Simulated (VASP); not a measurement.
# HC10 in VASP: a series of runs

The runs below take HC10 through single point, with PBE.

Everything below comes from runs of VASP 6.6.1. Logs are shortened: lines on timing, memory, paths and dates and some standing lists are left out, and cuts for length are marked.

### 1 The structure

The cell holds a slab with vacuum, 22 atoms: a = 7.398 Å, b = 7.398 Å, c = 12.000 Å, α = 90.00°, β = 90.00°, γ = 120.00°.

The cell was built by a generator and needn't be a form met in nature.

### 2 Single point, PBE

INCAR

```
ALGO = Fast
EDIFF = 1E-6
ENCUT = 520
GGA = PE
ISIF = 2
ISMEAR = -1
LASPH = T
LCHARG = F
LREAL = Auto
LWAVE = F
NBANDS = 58
NELM = 80
PREC = Accurate
SIGMA = 0.05
```

KPOINTS

```
k-points
0
Gamma
  2 2 1
```

POSCAR

```
HC10
1.0
    7.3980000000      0.0000000000      0.0000000000
   -3.6990000000      6.4068560000      0.0000000000
    0.0000000000      0.0000000000     12.0000000000
C H
20 2
Direct
    0.0116105896      0.0277359129      0.0878333333
    0.2322433120      0.1255842179      0.0780833333
    0.0080250917      0.3542767311      0.0773916667
    0.2247595162      0.4446798867      0.0551416667
   -0.0029984512      0.6710779827      0.0957333333
    0.2264529786      0.7824274496      0.0694333333
    0.3263909331      0.0048229584      0.0744250000
    0.5503335625      0.1188882659      0.0554916667
    0.3509006519      0.3364052509      0.0537250000
    0.5749760537      0.4650642999      0.0569166667
    0.3427145560      0.6725607693      0.0562916667
    0.5626293513      0.7972240987      0.0713583333
    0.6762897716      0.0208682699      0.0781666667
    0.9020473420      0.1251003612      0.0789083333
    0.6644380302      0.3418525405      0.0622916667
    0.8892585945      0.4512665807      0.0898083333
    0.6583232403      0.6613071997      0.1071333333
    0.9109429574      0.7989878343      0.1283416667
    0.8310061966      0.7360864674      0.2537666667
    0.6360521583      0.6318231594      0.2373083333
    0.9309428225      0.7320127064      0.3266916667
    0.4987910042      0.4939864420      0.2892083333
```

Potentials or basis: VASP PAW PBE potentials, release 64 (C, H).

The run is started by

```bash
$ cat potpaw_PBE.64/C/POTCAR potpaw_PBE.64/H/POTCAR > POTCAR
$ mpirun -np 1 vasp_std > vasp.out
```

OUTCAR:

```text
EDIFF = 1E-6
   ENCUT = 520
   GGA = PE
   ISIF = 2
   ISMEAR = -1
   LASPH = T
   LREAL = Auto
   NELM = 80
   PREC = Accurate

 ion  position               nearest neighbor table
   1  0.012  0.028  0.088-  14 1.33   2 1.42  18 1.55
   2  0.232  0.126  0.078-   7 1.38   9 1.39   1 1.42
   3  0.008  0.354  0.077-  16 1.39   4 1.42  14 1.47
   4  0.225  0.445  0.055-   3 1.42  11 1.46   9 1.50
   5  0.997  0.671  0.096-  16 1.41  18 1.43   6 1.50
   6  0.226  0.782  0.069-   7 1.43  11 1.46   5 1.50
[... 8 lines left out ...]
  15  0.664  0.342  0.062-  10 1.37   8 1.43  16 1.48
  16  0.889  0.451  0.090-   3 1.39   5 1.41  15 1.48
  17  0.658  0.661  0.107-  10 1.40  12 1.55  20 1.57  18 1.64
  18  0.911  0.799  0.128-   5 1.43   1 1.55  19 1.60  17 1.64
  19  0.831  0.736  0.254-  21 1.16  20 1.27  18 1.60
  20  0.636  0.632  0.237-  22 1.19  19 1.27  17 1.57
  21  0.931  0.732  0.327-  19 1.16
  22  0.499  0.494  0.289-  20 1.19

  LATTYP: Found a hexagonal cell.
 ALAT       =     7.3980000000
 C/A-ratio  =     1.6220600162

  Lattice vectors:

 A1 = (   7.3980000000,   0.0000000000,   0.0000000000)
 A2 = (  -3.6990000000,   6.4068560000,   0.0000000000)
 A3 = (   0.0000000000,   0.0000000000,  12.0000000000)

Analysis of symmetry for initial positions (statically):
=====================================================================
 Subroutine PRICEL returns:
 Original cell was already a primitive cell.

 Routine SETGRP: Setting up the symmetry group for a
 hexagonal supercell.

 Subroutine GETGRP returns: Found  1 space group operations
 (whereof  1 operations were pure point group operations)
 out of a pool of 24 trial point group operations.

The static configuration has the point symmetry C_1 .

Analysis of symmetry for dynamics (positions and initial velocities):
=====================================================================
 Subroutine PRICEL returns:
 Original cell was already a primitive cell.

 Routine SETGRP: Setting up the symmetry group for a
 hexagonal supercell.

 Subroutine GETGRP returns: Found  1 space group operations
 (whereof  1 operations were pure point group operations)
 out of a pool of 24 trial point group operations.

The dynamic configuration has the point symmetry C_1 .

 Subroutine INISYM returns: Found  1 space group operations
 (whereof  1 operations are pure point group operations),
 and found     1 'primitive' translations

----------------------------------------------------------------------------------------

                                     Primitive cell

  volume of cell :     568.7750

  direct lattice vectors                    reciprocal lattice vectors
     7.398000000  0.000000000  0.000000000     0.135171668  0.078041398  0.000000000
    -3.699000000  6.406856000  0.000000000     0.000000000  0.156082796  0.000000000
     0.000000000  0.000000000 12.000000000     0.000000000  0.000000000  0.083333333

  length of vectors
     7.398000000  7.398000054 12.000000000     0.156082797  0.156082796  0.083333333

  position of ions in fractional coordinates (direct lattice)
     0.011610590  0.027735913  0.087833333
     0.232243312  0.125584218  0.078083333
     0.008025092  0.354276731  0.077391667
     0.224759516  0.444679887  0.055141667
     0.997001549  0.671077983  0.095733333
     0.226452979  0.782427450  0.069433333
[... 14 lines left out ...]
     0.930942823  0.732012706  0.326691667
     0.498791004  0.493986442  0.289208333

  ion indices of the primitive-cell ions
   primitive index   ion index
                 1           1
                 2           2
                 3           3
                 4           4
                 5           5
                 6           6
[... 14 lines left out ...]
                21          21
                22          22

----------------------------------------------------------------------------------------

 KPOINTS: k-points

Automatic generation of k-mesh.
 Grid dimensions read from file:
 generate k-points for:    2    2    1

 Generating k-lattice:

  Cartesian coordinates                     Fractional coordinates (reciprocal lattice)
     0.067585834  0.039020699  0.000000000     0.500000000  0.000000000  0.000000000
     0.000000000  0.078041398  0.000000000     0.000000000  0.500000000  0.000000000
     0.000000000  0.000000000  0.083333333     0.000000000  0.000000000  1.000000000

  Length of vectors
     0.078041399  0.078041398  0.083333333

  Shift w.r.t. Gamma in fractional coordinates (k-lattice)
     0.000000000  0.000000000  0.000000000

 Subroutine IBZKPT returns following result:
 ===========================================

 Found      4 irreducible k-points:

 Following reciprocal coordinates:
            Coordinates               Weight
  0.000000  0.000000  0.000000      1.000000
  0.500000  0.000000  0.000000      1.000000
  0.000000  0.500000  0.000000      1.000000
  0.500000  0.500000  0.000000      1.000000
   k-points           NKPTS =      4   k-points in BZ     NKDIM =      4   number of bands    NBANDS=     58
   number of dos      NEDOS =    301   number of ions     NIONS =     22
   total plane-waves  NPLWV = 282240
   dimension x,y,z NGX =    56 NGY =   56 NGZ =   90
   dimension x,y,z NGXF=   112 NGYF=  112 NGZF=  180
   ions per type =              20   2
   NGX,Y,Z   is equivalent  to a cutoff of  12.58, 12.58, 12.47 a.u.
   NGXF,Y,Z  is equivalent  to a cutoff of  25.17, 25.17, 24.94 a.u.
 SYSTEM =  unknown system
   PREC   = accura    normal or accurate (medium, high low for compatibility)
   ISTART =      0    job   : 0-new  1-cont  2-samecut
   ICHARG =      2    charge: 1-file 2-atom 10-const
   ISPIN  =      1    spin polarized calculation?
   LNONCOLLINEAR =      F non collinear calculations
   LSORBIT =      F    spin-orbit coupling
   LASPH  =      T    aspherical Exc in radial PAW
   ENCUT  =  520.0 eV  38.22 Ry    6.18 a.u.  13.76 13.76 22.31*2*pi/ulx,y,z
   NELM   =     80;   NELMIN=  2; NELMDL= -5     # of ELM steps
   EDIFF  = 0.1E-05   stopping-criterion for ELM
   LREAL  =      T    real-space projection
   EDIFFG = 0.1E-04   stopping-criterion for IOM
   NSW    =      0    number of steps for IOM
[... 5 lines left out ...]
   TEBEG  =    0.0;   TEEND  =   0.0 temperature during run
   PSTRESS=    0.0 pullay stress
   NELECT =      82.0000    total number of electrons
   NUPDOWN=      -1.0000    fix difference up-down
   EMIN   =  10.00;   EMAX   =-10.00  energy-range for DOS
   EFERMI =   0.00;   METHOD = LEGACY
   ISMEAR =    -1;   SIGMA  =   0.05  broadening in eV -4-tet -1-fermi 0-gaus
   EFERMI_NEDOS =   21; number of points for ismear=-14 and -15
   IALGO  =     68    algorithm
   IMIX   =      4    mixing-type and parameters
     AMIX     =   0.40;   BMIX     =  1.00
     AMIX_MAG =   1.60;   BMIX_MAG =  1.00
  volume/ion in A,a.u.               =      25.85       174.47
  Fermi-wavevector in a.u.,A,eV,Ry     =   0.858419  1.622176 10.025902  0.736883
  Thomas-Fermi vector in A             =   1.975621
   LORBIT       =      0    0 simple, 1 ext, 2 COOP (PROOUT), +10 PAW based schemes
   GGA     = PE    functional components
   LHFCALC =     F    Hartree Fock is set to
   AEXX    =    0.0000 exact exchange contribution
   IVDW    =     0    specifies the selected vdW correction
   LEPSILON=     F    determine dielectric tensor
   LRPA    =     F    only Hartree local field effects (RPA)
 non-spin polarized calculation
 RMM-DIIS sequential band-by-band and
  energy-cutoff  :      520.00
  volume of cell :      568.78
 maximum number of plane-waves:     15363
 NGX is ok and might be reduce to    56
   NGX = 27   NGY = 27   NGZ = 45

 number of electron      81.9999999 magnetization

 Free energy of the ion-electron system (eV)
  ---------------------------------------------------
  ext. energy  EPLUGINS =         0.00000000
  ---------------------------------------------------
  free energy    TOTEN  =      -184.37684485 eV

  energy without entropy =     -184.37374168  energy(sigma->0) =     -184.37529327

 E-fermi :  -1.2555     XC(G=0):  -4.2174

 val. band max:       -1.4793193719   @ k =   0.0000   0.0000   0.0000
 cond. band min:      -1.0308917664   @ k =   0.0000   0.0000   0.0000
 fundamental gap:      0.4484276055
 Fermi energy:        -1.2554642417

 k-point     1 :       0.0000    0.0000    0.0000
  band No.  band energies     occupation
      1     -20.9365      2.00000
      2     -19.3527      2.00000
      3     -18.4695      2.00000
      4     -18.3090      2.00000
      5     -18.0541      2.00000
      6     -18.0017      2.00000
[... 45 lines left out ...]
     52       3.5503      0.00000
     53       4.4521      0.00000

 k-point     2 :       0.5000    0.0000    0.0000
  band No.  band energies     occupation
      1     -20.5327      2.00000
      2     -20.1068      2.00000
      3     -19.1669      2.00000
      4     -18.7565      2.00000
      5     -17.5119      2.00000
      6     -16.5925      2.00000
[... 45 lines left out ...]
     52       3.9177      0.00000
     53       4.1014      0.00000

 k-point     3 :       0.0000    0.5000    0.0000
  band No.  band energies     occupation
      1     -20.5169      2.00000
      2     -20.1657      2.00000
      3     -19.0476      2.00000
      4     -18.7015      2.00000
      5     -17.8268      2.00000
      6     -16.6597      2.00000
[... 45 lines left out ...]
     52       3.7307      0.00000
     53       4.2035      0.00000

 k-point     4 :       0.5000    0.5000    0.0000
  band No.  band energies     occupation
      1     -20.6022      2.00000
      2     -19.9162      2.00000
      3     -19.3091      2.00000
      4     -18.7886      2.00000
      5     -17.5606      2.00000
      6     -16.4793      2.00000
[... 45 lines left out ...]
     52       3.6910      0.00000
     53       4.1792      0.00000
 [bands above 53 left out]

------------------------ aborting loop because EDIFF is reached ----------------------------------------

  FORCE on cell =-STRESS in cart. coord.  units (eV):
  Direction    XX          YY          ZZ          XY          YZ          ZX
  --------------------------------------------------------------------------------------
  -------------------------------------------------------------------------------------
  Total        4.9620135     -0.1672540     -4.8486524     -1.3139671      5.4959148      2.8151312
  in kB       13.9774513     -0.4711363    -13.6581254     -3.7013022     15.4813932      7.9299178
  external PRESSURE =      -0.0506035 kB  Pullay stress =       0.0000000 kB

 VOLUME and BASIS-vectors are now :
 -----------------------------------------------------------------------------
  energy-cutoff  :      520.00
  volume of cell :      568.78
      direct lattice vectors                 reciprocal lattice vectors
     7.398000000  0.000000000  0.000000000     0.135171668  0.078041398  0.000000000
    -3.699000000  6.406856000  0.000000000     0.000000000  0.156082796  0.000000000
     0.000000000  0.000000000 12.000000000     0.000000000  0.000000000  0.083333333

 POSITION                                       TOTAL-FORCE (eV/Angst)
 -----------------------------------------------------------------------------------
     -0.01670      0.17770      1.05400         2.434994     -2.700534      1.361039
      1.25360      0.80460      0.93700        -1.064954      0.032818     -0.978442
     -1.25110      2.26980      0.92870         2.634280     -2.641524     -1.257203
      0.01790      2.84900      0.66170         1.058351      2.055840      0.947644
      4.89350      4.29950      1.14880         4.183774      0.260924     -1.134196
     -1.21890      5.01290      0.83320        -1.612977     -1.230952      1.217881
[... 14 lines left out ...]
      4.17940      4.68990      3.92030        -1.171797      0.481576     -1.064357
      1.86280      3.16490      3.47050         0.728016      2.131861     -1.270818
 -----------------------------------------------------------------------------------
    total drift:                                0.006157     -0.006472     -0.000976

  FREE ENERGIE OF THE ION-ELECTRON SYSTEM (eV)
  ---------------------------------------------------
  free  energy   TOTEN  =      -184.3768448526 eV

  energy  without entropy=     -184.3737416815  energy(sigma->0) =     -184.37529327
```

It took 4.1 min on 1 thread of Intel Xeon 6975P-C (Granite Rapids), shared host; peak memory 0.6 GiB.

What came out:

* Free energy: -184.3768 eV
* Largest force: 6.994 eV/Å
* Band gap on the k mesh: 0.45 eV, direct

Forces on the atoms (eV/Å):
```
C    2.435 -2.701  1.361
C   -1.065  0.033 -0.978
C    2.634 -2.642 -1.257
C    1.058  2.056  0.948
C    4.184  0.261 -1.134
C   -1.613 -1.231  1.218
C    3.895 -0.467 -1.304
C    0.969  0.087  1.968
C   -3.748  2.327  0.229
C   -1.196 -4.348 -0.540
C   -1.706  0.953  0.363
C    0.780 -0.503  0.445
C   -1.281 -3.092 -1.509
C   -2.951  2.291  0.359
C    1.738  0.411  0.861
C   -0.911  1.517 -1.250
C   -1.579  4.359  1.051
C   -3.223 -0.409  0.418
C    6.108  2.945  1.712
C   -4.086 -4.460 -0.625
H   -1.172  0.482 -1.064
H    0.728  2.132 -1.271
```

Caveat: the k mesh is coarse (spacing up to 0.49 Å⁻¹), so the values aren't converged.

(Part 1 of 2 ends here.)
